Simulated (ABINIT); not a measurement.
The system is TiO2.

```
CELL_PARAMETERS angstrom
2.96826 0.00000 0.00000
0.00021 4.70761 0.00000
1.48357 0.24235 7.08346
ATOMIC_POSITIONS crystal
Ti 0.00337 0.00039 0.00070
Ti 0.34464 0.48026 0.31696
Ti 0.66171 0.52047 0.68450
O 0.44004 0.18544 0.12854
O 0.77793 0.29773 0.45188
O 0.10124 0.30895 0.80624
O 0.90650 0.69184 0.19517
O 0.22941 0.70301 0.54951
O 0.56803 0.81530 0.87283
```

The cell comes from a database or a generator and needn't be the stable form of this composition.

```yaml
Program: ABINIT 10.8.3 (patched build)
Task: relaxation of cell and atoms
Functional: LDA
Potentials_or_basis: JTH PAW LDA v2.0
Cutoff: 626 eV
k_mesh: 5 × 4 × 2
Occupations: fermi-dirac, width 0.05 eV
Spin: no spin polarisation
```

At the start: pressure -8.2 GPa; volume 11.00 Å³/atom.

**Question.** How do energy, volume and symmetry change on relaxing?

**Answer.** Over 7 steps the energy falls by 10.5 meV/atom and the volume is 10.60 Å³/atom (-3.6 %); space group C2/m (No. 12, to 0.05 Å).

Step by step:
```csv
step,energy change (eV),largest force (eV/Å),pressure (GPa),volume (Å³)
1,0.0000,0.4931,-8.21,98.98
2,-0.0865,0.0416,-2.23,96.51
3,-0.0928,0.1249,0.00,95.64
4,-0.0933,0.1019,0.00,95.60
5,-0.0942,0.0465,0.00,95.45
6,-0.0943,0.0358,0.00,95.44
7,-0.0944,0.0264,-0.01,95.41
```

Final structure:
```
Ti O
1.0
     2.92925   -0.00010    0.00001
     0.00005    4.65753   -0.00464
     1.46408    0.23275    6.99332
Ti O
3 6
Direct
  0.00343 0.00037 0.00070
  0.34475 0.48085 0.31732
  0.66191 0.51990 0.68407
  0.43977 0.18543 0.12914
  0.77802 0.29716 0.45184
  0.10108 0.30819 0.80632
  0.90650 0.69261 0.19511
  0.22923 0.70356 0.54955
  0.56816 0.81532 0.87228
```

Caveat: the k mesh is coarse (spacing up to 0.44 Å⁻¹), so the values aren't converged; the atomic spheres overlap.
